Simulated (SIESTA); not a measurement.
**K in SIESTA: the effect of functional**

The system is K, a slab with vacuum.

```xyz
3
Lattice="4.7624 0.0000 0.0000 -2.3812 4.1244 0.0000 0.0000 0.0000 22.8300" Properties=species:S:1:pos:R:3 pbc="T T T"
K     0.0000    2.7496    7.5000
K     2.3812    1.3748   11.4150
K     0.0000    2.7496   15.3300
```

The slab is cut from a database's or a generator's crystal, which needn't be the stable form of the element.

Alike in all runs:

```yaml
Program: SIESTA 5.4.2
Task: single point
Basis: DZP (energy shift 0.003 Ry; two zetas on semicore shells; d shell added on K)
Grid_cutoff: 800 Ry
Energy_shift: 0.003 Ry
k_mesh: 7 × 7 × 1
Occupations: fermi-dirac, width 0.05 eV
Spin: no spin polarisation
```

Question: One run gave: largest force 0.03 eV/Å. Which functional did it use?
A. RPBE
B. revPBE
C. PBE
D. AM05
E. BLYP

Answer: E.

```csv
functional,potentials or basis,largest force (eV/Å)
LDA,PseudoDojo 0.4 standard (LDA files),0.09
PBEsol,PseudoDojo 0.4 standard (PBEsol files),0.06
AM05,PseudoDojo 0.4 standard (PBEsol files),0.04
WC,PseudoDojo 0.4 standard (PBEsol files),0.05
PBE,PseudoDojo 0.4 standard (PBE files),0.04
PW91,PseudoDojo 0.4 standard (PBE files),0.04
revPBE,PseudoDojo 0.4 standard (PBE files),0.01
RPBE,PseudoDojo 0.4 standard (PBE files),0.01
BLYP,PseudoDojo 0.4 standard (PBE files),0.03
```

Caveats: the potentials were made for another functional, which shifts forces and pressure (some runs).
